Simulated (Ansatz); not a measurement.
A (100) slab of Ti (Fm-3m (No. 225)), 6 planes, outer planes Ti (top) and Ti (bottom), with 6 atoms (Ti6) in a surface cell of A = 8.454 Å², as cut from the bulk:

```yaml
crystal:
  lattice:
    - [2.90765, 0.00000, 0.00000]
    - [0.00000, 2.90765, 0.00000]
    - [0.00000, 0.00000, 25.28009]
  atoms:
    - { symbol: Ti, position: [0.50000, 0.50000, 0.29668] }
    - { symbol: Ti, position: [0.00000, 0.00000, 0.37801] }
    - { symbol: Ti, position: [0.50000, 0.50000, 0.45934] }
    - { symbol: Ti, position: [0.00000, 0.00000, 0.54066] }
    - { symbol: Ti, position: [0.50000, 0.50000, 0.62199] }
    - { symbol: Ti, position: [0.00000, 0.00000, 0.70332] }
```

All numbers below come from DFT PBE, scalar-relativistic, plane waves, PAW in Ansatz. Settings: cutoff 420 eV, Γ-centred mesh 12×12×1 on the computed 6-atom cell, Gaussian smearing of 0.10 eV; no spin polarisation.

Against the same 6 atoms in the bulk, the slab as cut lies 1.852 eV higher and the relaxed slab 1.719 eV higher.

(1) Work out the surface energy before and after relaxation.

(2) A cut through this plane breaks about 4 nearest-neighbour bonds a surface cell. What does each broken bond cost, before relaxation?

(3) What is the ideal work of this cut, per area?

Results:

(1) The slab has two faces, so γ = (E_slab − N·E_bulk)/(2A), the mean of both. As cut: 1.852/(2 × 8.454) = 0.1095 eV/Å², and 1 eV/Å² = 16.02 J/m², so γ = 1.75 J/m². Relaxed: 1.719/(2 × 8.454) = 0.1017 eV/Å² = 1.63 J/m². Relaxation recovers 7 % of the cost of cutting.

(2) One cut makes two faces and costs 2γA = 1.852 eV, shared by 4 bonds: 0.46 eV a bond. In a metal this is less than the cohesive energy a bond, since the bonds that remain at the surface strengthen.

(3) Griffith's ideal work is 2γ: 3.51 J/m² if the new faces stay rigid, 3.26 J/m² if they relax. One thickness was run, 6 planes, so γ can still shift with it.

The reference crystal is the fcc form of Ti, which isn't its usual structure.